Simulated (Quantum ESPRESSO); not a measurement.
**PbS: phonons with rev-vdW-DF2**

PbS:

```
Pb S
1.0
     2.07995   -5.99130    0.00000
     2.07995    5.99130    0.00000
     0.00000    0.00000    4.27932
Pb S
2 2
Direct
  0.13056 0.86944 0.25000
  0.86944 0.13056 0.75000
  0.35480 0.64520 0.25000
  0.64520 0.35480 0.75000
```

Measurements of this composition are mostly on another form, of space group No. 225.

```
Program             : Quantum ESPRESSO 7.5
Task                : phonons
Functional          : rev-vdW-DF2
Potentials or basis : PseudoDojo 0.4.1 SR PBE standard
Cutoff              : 762 eV
Density cutoff      : 3048 eV
k mesh              : 4 × 4 × 4, shifted
Occupations         : fermi-dirac, width 0.05 eV
Spin                : no spin polarisation
Mixing beta         : 0.5
Most SCF iterations : 120
SCF threshold       : 8e-10 Ry
```

The pressure after relaxing is -0.3 GPa, the electronic dielectric tensor (diagonal) is 14.29, 10.37, 19.47 and the born charges (mean of the diagonal) is Pb +3.92; S -3.92 e. The highest phonon frequency at Γ, LO-TO splitting left out is 194 cm⁻¹. The static dielectric tensor (diagonal) is 127.68, 17.28, 407.03.

Stress tensor (GPa, compression positive):
```
-0.21  0.00  0.00
 0.00 -0.77  0.00
 0.00  0.00 -0.05
```

Step by step:
| step | energy change (eV) | largest force (eV/Å) | pressure (GPa) |
| --- | --- | --- | --- |
| 1 | 0.0000 | 0.2058 | 0.17 |
| 2 | -0.0026 | 0.1732 | 0.06 |
| 3 | -0.0047 | 0.1395 | -0.05 |
| 4 | -0.0069 | 0.0929 | -0.21 |
| 5 | -0.0082 | 0.0330 | -0.40 |
| 6 | -0.0083 | 0.0395 | -0.43 |
| 7 | -0.0084 | 0.0422 | -0.44 |
| 8 | -0.0087 | 0.0416 | -0.44 |
| 9 | -0.0090 | 0.0340 | -0.43 |
| 10 | -0.0092 | 0.0139 | -0.38 |
| 11 | -0.0092 | 0.0061 | -0.36 |
| 12 | -0.0092 | 0.0006 | -0.34 |

Final structure:
```
Pb S
1.0
     2.07995   -5.99130    0.00000
     2.07995    5.99130    0.00000
     0.00000    0.00000    4.27932
Pb S
2 2
Direct
  0.13041 0.86959 0.25000
  0.86959 0.13041 0.75000
  0.35856 0.64144 0.25000
  0.64144 0.35856 0.75000
```

Levels at points of the mesh, in eV from the valence-band top:
| k point | band 17 | band 18 | band 19 | band 20 | band 21 | band 22 | band 23 | band 24 |
| --- | --- | --- | --- | --- | --- | --- | --- | --- |
| (0.12, 0.12, 0.12) | -1.81 | -1.16 | -0.63 | -0.43 | 2.23 | 2.57 | 3.67 | 4.72 |

Phonon frequencies in cm⁻¹ (negative: imaginary):
```tsv
q point	frequencies
(0.000, 0.000, 0.000)	-2 2 3 32 41 42 66 78 139 149 186 194
```

Electronic dielectric tensor:
```
14.29  0.00  0.00
 0.00 10.37  0.00
 0.00  0.00 19.47
```

Born effective charge tensors (e):
atom 1, Pb
```
4.62 0.00 0.00
0.00 2.66 0.00
0.00 0.00 4.47
```
atom 2, Pb
```
4.62 0.00 0.00
0.00 2.66 0.00
0.00 0.00 4.47
```
atom 3, S
```
-4.54  0.00  0.00
 0.00 -2.69  0.00
 0.00  0.00 -4.52
```
atom 4, S
```
-4.54  0.00  0.00
 0.00 -2.69  0.00
 0.00  0.00 -4.52
```

Optical modes at Γ, degenerate ones joined, polar ones without the macroscopic field:
```
cm⁻¹  components  symmetry  active in  IR intensity, summed ((D/Å)²/amu)
  32           1       B1g      Raman                               0.00
  42           1       B1u         IR                              33.62
  42           1       B2g      Raman                               0.00
  66           1        Ag      Raman                               0.00
  78           1       B2u         IR                              34.87
 139           1       B2g      Raman                               0.00
 149           1       B1g      Raman                               0.00
 186           1       B3u         IR                              11.92
 194           1        Ag      Raman                               0.00
```

Zone-centre frequencies without and with the macroscopic field along z (cm⁻¹):
```tsv
	optical modes in rising order
without	32 42 42 66 78 139 149 186 194
with the field	32 42 66 78 139 149 186 190 194
```

Static dielectric tensor, electrons and zone-centre modes:
```
127.68   0.00   0.00
  0.00  17.28   0.00
  0.00   0.00 407.03
```

Wall time 38 min on 1 thread of Arm Neoverse V1 (shared host), peak memory 0.35 GiB.

Caveat: the mesh is thin for the dielectric tensor, Born charges and intensities, which usually come out too large; the potentials were made for another functional, which shifts forces and pressure; the shifted mesh misses Γ, where the gap is smaller or closed, so treating the crystal as an insulator may be wrong and the dielectric response too small. The run has no spin-orbit coupling, so splittings on Pb are missing.
